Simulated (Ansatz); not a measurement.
# Ti (Fm-3m) in Ansatz: a series of runs

One crystal, Ti, is run at these levels: LDA; tasks: single point, equation of state.

Program: Ansatz 0.2.0. These are calculated values, not measurements. Logs are shortened: lines on timing, memory, paths and dates and some standing lists are left out, and cuts for length are marked.

## Step 1: Starting point

Symmetry: Fm-3m, No. 225, cubic system. Conventional cell: a = 4.060 Å, b = 4.060 Å, c = 4.060 Å, α = 90.00°, β = 90.00°, γ = 90.00°. Around Ti (site symmetry m-3m) lie 12 Ti at 2.87 Å.

This isn't the form of Ti at room conditions, which is hcp.

## Step 2: Single point, LDA, 15.73 Å³/atom (volume scaled by 0.94)

input.yaml

```yaml
crystal:
  lattice:
    - [0.0, 1.9885598007, 1.9885598007]
    - [1.9885598007, 0.0, 1.9885598007]
    - [1.9885598007, 1.9885598007, 0.0]
  atoms:
    - { symbol: Ti, position: [0.0, 0.0, 0.0] }
hamiltonian:
  xc: lda
  pseudopotentials: { kind: paw }
kpoints:
  mp_grid: { grid: [11, 11, 11] }
scf:
  occupations: { method: fermi_dirac, width: 0.05 }
output:
  forces: true
  stress: true
  eigenvalues: true
```

Potentials or basis: Ansatz PAW.

Command:

```console
$ ansatz run input.yaml --threads 2 --pin off --max-ram 5632MiB --backend cpu --events-out ev --progress --plain --runs-dir out
```

Standard output:

```text
Warning: RAYON_NUM_THREADS=2 ignored (pool sized by the plan → 2); use --threads N
Engine: ansatz 0.2.0, x86_64-unknown-linux-gnu
Pseudopotentials: kind: paw
Pseudopotential: Ti, paw, valence charge 12, recommended cutoff 420 eV (normal), Ti.paw.azcp
Functional definition: SPW92
  exchange = slater_x
  correlation = pw_c
Crystal: 1 atoms, lattice volume = 15.727 Å³
Basis set: ecut = 420 eV, 331 PW (Γ)
Bands: 10, of which v1, the nominal top of the filled ones, is band 6 counted from 1 (5 counted from 0)
Symmetry: 48 space group operations
Space group: Fm-3m (ITA 225), of the structure as read, at distance tolerance 2.5e-5 Å
k-points: 56 of 1331
Non-local potential: Ti, projectors of the file, l = 0: 3, l = 1: 2, l = 2: 3, l = 3: 1
PAW form: soft (Blöchl's): semilocal exchange-correlation on the pseudo side does not see the compensation charge
PAW frozen core: Ti, regenerated for the run's functional, and the local potential with it (the file was generated under x = pbe(κ = 0.804, μ = 0.2195149727645171), c = pbe(β = 0.06672455060314922))
PAW one-centre angular grid: Ti, 590 points (default); XC on 64 Gauss nodes
Initial density: superposition of atomic densities (neutral atoms: chi_scale 0, normalization atom), corrected by the library's trained network
Initial wavefunctions: pseudopotential atomic-orbital guess
Functional: x = slater, c = lda
SCF iter   1: F=—  HF=-2450.260669 eV  |F-HF|=—  |Δ(HF+E_count)|=         —  Δρ=5.77e-3  dr2=1.93e-3  ethr=1.77e-3  ⟨swp⟩=4.4  Hψ=2966  notcnv=0
preconditioner: auto → none  [metal: Δε(μ)=0.127 eV  Ē_g=4.531 eV  σ=0.050 eV  W_gap=0.49  n_scr=0 (ndim 8)  ℏωp=18.7 eV  f_vac=0.000  D(μ)=0.83/eV (n_scr^D=8)]
SCF iter   2: F=—  HF=-2450.260341 eV  |F-HF|=—  |Δ(HF+E_count)|=   3.28e-4  Δρ=2.48e-3  dr2=3.83e-4  ethr=1.61e-5  ⟨swp⟩=2.2  Hψ=1157  notcnv=0
SCF iter   3: F=—  HF=-2450.260383 eV  |F-HF|=—  |Δ(HF+E_count)|=   4.16e-5  Δρ=9.20e-4  dr2=7.81e-5  ethr=3.19e-6  ⟨swp⟩=1.9  Hψ=641  notcnv=0
SCF iter   4: F=—  HF=-2450.260364 eV  |F-HF|=—  |Δ(HF+E_count)|=   1.85e-5  Δρ=5.42e-5  dr2=1.34e-7  ethr=6.51e-7  ⟨swp⟩=2.9  Hψ=897  notcnv=0
iter 5 did not close the SCF: its close was put off for the readings that it lacked (scf_convergence_deferred on its scf_iter line)
SCF iter   5: F=-2450.260364 eV  HF=-2450.260364 eV  |F-HF|=2.21e-9  |Δ(HF+E_count)|=   1.74e-8  Δρ=5.30e-6  dr2=3.53e-9  ethr=1.11e-9  ⟨swp⟩=2.9  Hψ=921  notcnv=0
SCF iter   6: F=-2450.260364 eV  HF=-2450.260364 eV  |F-HF|=4.55e-12  |Δ(HF+E_count)|=   1.24e-9  Δρ=4.71e-7  dr2=6.92e-12  ethr=2.94e-11  ⟨swp⟩=1.9  Hψ=1568  notcnv=0
SCF 1 converged in 6 iterations: F = -2450.260364 eV  dr2 = 6.92e-12
SCF converged after 6 iterations
Free energy (F): -2450.260364 eV
Harris-Foulkes:  -2450.260364 eV  (|F-HF|=4.55e-12)
Internal energy: -2450.252241 eV  (E = F + TS)
E sigma→0 (E₀):  -2450.256303 eV
Entropy (-TS):   -0.008123 eV (-8.123 meV/atom)
Fermi energy:    14.580269 eV
--- Per-component energies (eV) ---
  E_band       = -137.369182
  E_kinetic    = 275.028190
  E_local      = -762.228601  (includes V_loc(G=0)·N_el)
  E_nonlocal   = 12.489841
  E_hartree    = 316.212626
  E_xc         = -97.377518
  E_vxc        = -122.580685  (∫ρ·V_xc dr)
  E_paw        = -999.499169  (= ΣΔE_a)
  E_vpaw       = -172.503267  (= ΣTr[D̂ρ^β])
  E_aug_tail   = 0.000115  (compensation charges beyond the density's cutoff)
  E_ewald      = -1195.203676
  E_core_change = 0.325950  (= ΣΔE_core)
  E_smearing   = -0.008123  (= −TS)
  E_closure    = 0.000000  (closes the sum)
  Σ components = -2450.260364   (vs F -2450.260364, Δ=0.00e0)
--- Forces (eV/Å), atoms counted from 1 ---
  atom   1  Ti    -0.00000000     0.00000000    -0.00000000
  max |Σ_I F_I| component: 6.16e-32 eV/Å
--- Stress (GPa, compression-positive) ---
        2.135090      -0.000000      -0.000000
        0.000000       2.135090       0.000000
       -0.000000       0.000000       2.135090
  P = ⅓ Tr σ = 2.1351 GPa (21.351 kbar)
--- Band table (eV; the first three rows and the last of 56) ---
  k-point 0: bands = ["-41.3519", "-17.3817", "-17.3817", "-17.3817", "8.3783", "15.4934", "15.4934", "15.4934", "17.3413", "17.3413"]
  k-point 1: bands = ["-41.3368", "-17.4605", "-17.3913", "-17.3913", "8.6699", "15.3117", "15.5994", "15.5994", "17.2733", "17.2733"]
  k-point 2: bands = ["-41.2962", "-17.6689", "-17.4168", "-17.4168", "9.4771", "14.9029", "15.7840", "15.7840", "17.2292", "17.2292"]
  k-point 55: bands = ["-41.0981", "-18.0225", "-17.9715", "-17.7053", "12.8526", "13.8552", "14.4670", "16.9567", "18.8268", "23.6435"]
```

It took 0.42 s on 2 threads of Intel Xeon 6975P-C (Granite Rapids), shared host; peak memory 0.29 GiB.

Results:

| Quantity | Value |
| --- | --- |
| Free energy | -2450.2604 eV |
| Pressure | 2.1 GPa |
| Band gap on the k mesh | none (metal or under the smearing width) |

Caveat: the PAW data sets come from PBE, with cores solved anew for the run's functional, which leaves a small shift of forces and pressure.

## Step 3: Single point, LDA, 16.06 Å³/atom (volume scaled by 0.96)

Edit input.yaml of step 2 so:

```diff
@@ -2,5 +2,5 @@
   lattice:
-    - [0.0, 1.9885598007, 1.9885598007]
-    - [1.9885598007, 0.0, 1.9885598007]
-    - [1.9885598007, 1.9885598007, 0.0]
+    - [0.0, 2.0025642044, 2.0025642044]
+    - [2.0025642044, 0.0, 2.0025642044]
+    - [2.0025642044, 2.0025642044, 0.0]
   atoms:
```

Potentials or basis: Ansatz PAW.

Command:

```console
$ ansatz run input.yaml --threads 2 --pin off --max-ram 5632MiB --backend cpu --events-out ev --progress --plain --runs-dir out
```

Run time: 0.42 s. Hardware: 2 threads of Intel Xeon 6975P-C (Granite Rapids), shared host; peak memory 0.29 GiB.

The run converged. Its results:

```yaml
Free_energy: -2450.2620 eV
Pressure: -0.5 GPa
Band_gap_on_the_k_mesh: none (metal or under the smearing width)
```

Caveat: the PAW data sets come from PBE, with cores solved anew for the run's functional, which leaves a small shift of forces and pressure.

## Step 4: Single point, LDA, 16.40 Å³/atom (volume scaled by 0.98)

Edit input.yaml of step 3 so:

```diff
@@ -2,5 +2,5 @@
   lattice:
-    - [0.0, 2.0025642044, 2.0025642044]
-    - [2.0025642044, 0.0, 2.0025642044]
-    - [2.0025642044, 2.0025642044, 0.0]
+    - [0.0, 2.0163754284, 2.0163754284]
+    - [2.0163754284, 0.0, 2.0163754284]
+    - [2.0163754284, 2.0163754284, 0.0]
   atoms:
```

Command:

```console
$ ansatz run input.yaml --threads 2 --pin off --max-ram 5632MiB --backend cpu --events-out ev --progress --plain --runs-dir out
```

Wall time 0.37 s (2 threads of Intel Xeon 6975P-C (Granite Rapids), shared host); peak memory 0.29 GiB.

Results (log left out):

```
Free energy            : -2450.2583 eV
Pressure               : -2.9 GPa
Band gap on the k mesh : none (metal or under the smearing width)
```

Caveat: the PAW data sets come from PBE, with cores solved anew for the run's functional, which leaves a small shift of forces and pressure.

## Step 5: Single point, LDA, 16.73 Å³/atom

Edit input.yaml of step 4 so:

```diff
@@ -2,5 +2,5 @@
   lattice:
-    - [0.0, 2.0163754284, 2.0163754284]
-    - [2.0163754284, 0.0, 2.0163754284]
-    - [2.0163754284, 2.0163754284, 0.0]
+    - [0.0, 2.03, 2.03]
+    - [2.03, 0.0, 2.03]
+    - [2.03, 2.03, 0.0]
   atoms:
```

Command:

```console
$ ansatz run input.yaml --threads 2 --pin off --max-ram 5632MiB --backend cpu --events-out ev --progress --plain --runs-dir out
```

Run time: 0.36 s. Hardware: 2 threads of Intel Xeon 6975P-C (Granite Rapids), shared host; peak memory 0.28 GiB.

The run converged. Its results:

```yaml
Free_energy: -2450.2499 eV
Pressure: -5.1 GPa
Band_gap_on_the_k_mesh: none (metal or under the smearing width)
```

Caveat: the PAW data sets come from PBE, with cores solved anew for the run's functional, which leaves a small shift of forces and pressure.

## Step 6: Single point, LDA, 17.07 Å³/atom (volume scaled by 1.02)

Edit input.yaml of step 5 so:

```diff
@@ -2,5 +2,5 @@
   lattice:
-    - [0.0, 2.03, 2.03]
-    - [2.03, 0.0, 2.03]
-    - [2.03, 2.03, 0.0]
+    - [0.0, 2.0434441004, 2.0434441004]
+    - [2.0434441004, 0.0, 2.0434441004]
+    - [2.0434441004, 2.0434441004, 0.0]
   atoms:
```

Potentials or basis: Ansatz PAW.

Command:

```console
$ ansatz run input.yaml --threads 2 --pin off --max-ram 5632MiB --backend cpu --events-out ev --progress --plain --runs-dir out
```

Run time: 0.34 s. Hardware: 2 threads of Intel Xeon 6975P-C (Granite Rapids), shared host; peak memory 0.28 GiB.

The run converged. Its results:

- Free energy: -2450.2370 eV
- Pressure: -7.1 GPa
- Band gap on the k mesh: none (metal or under the smearing width)

Caveat: the PAW data sets come from PBE, with cores solved anew for the run's functional, which leaves a small shift of forces and pressure.

## Step 7: Single point, LDA, 17.40 Å³/atom (volume scaled by 1.04)

Edit input.yaml of step 6 so:

```diff
@@ -2,5 +2,5 @@
   lattice:
-    - [0.0, 2.0434441004, 2.0434441004]
-    - [2.0434441004, 0.0, 2.0434441004]
-    - [2.0434441004, 2.0434441004, 0.0]
+    - [0.0, 2.0567135898, 2.0567135898]
+    - [2.0567135898, 0.0, 2.0567135898]
+    - [2.0567135898, 2.0567135898, 0.0]
   atoms:
```

Command:

```console
$ ansatz run input.yaml --threads 2 --pin off --max-ram 5632MiB --backend cpu --events-out ev --progress --plain --runs-dir out
```

Wall time 0.4 s (2 threads of Intel Xeon 6975P-C (Granite Rapids), shared host); peak memory 0.29 GiB.

Results (log left out):

```yaml
Free_energy: -2450.2202 eV
Pressure: -8.9 GPa
Band_gap_on_the_k_mesh: none (metal or under the smearing width)
```

Caveat: the PAW data sets come from PBE, with cores solved anew for the run's functional, which leaves a small shift of forces and pressure.

## Step 8: Single point, LDA, 17.73 Å³/atom (volume scaled by 1.06)

Edit input.yaml of step 7 so:

```diff
@@ -2,5 +2,5 @@
   lattice:
-    - [0.0, 2.0567135898, 2.0567135898]
-    - [2.0567135898, 0.0, 2.0567135898]
-    - [2.0567135898, 2.0567135898, 0.0]
+    - [0.0, 2.0698140295, 2.0698140295]
+    - [2.0698140295, 0.0, 2.0698140295]
+    - [2.0698140295, 2.0698140295, 0.0]
   atoms:
```

Command:

```console
$ ansatz run input.yaml --threads 2 --pin off --max-ram 5632MiB --backend cpu --events-out ev --progress --plain --runs-dir out
```

Wall time 0.59 s (2 threads of Intel Xeon 6975P-C (Granite Rapids), shared host); peak memory 0.29 GiB.

The run converged. Its results:

```
Free energy            : -2450.1999 eV
Pressure               : -10.6 GPa
Band gap on the k mesh : none (metal or under the smearing width)
```

Caveat: the PAW data sets come from PBE, with cores solved anew for the run's functional, which leaves a small shift of forces and pressure.

## Step 9: Equation of state, LDA

Potentials or basis: Ansatz PAW.

This step only gathers the single runs of the series.

Results:

| Item | Value |
| --- | --- |
| Equilibrium volume | 15.99 Å³/atom |
| Bulk modulus | 123 GPa |
| Pressure derivative of the bulk modulus | 3.6 |

Energy against volume, from the lowest point:
| volume (Å³/atom) | energy (meV/atom) |
| --- | --- |
| 15.727 | 1.63 |
| 16.062 | 0.00 |
| 16.396 | 3.67 |
| 16.731 | 12.14 |
| 17.065 | 24.96 |
| 17.400 | 41.75 |
| 17.735 | 62.14 |

LDA usually gives volumes a few per cent too small. Zero-point motion and thermal expansion aren't in these numbers.
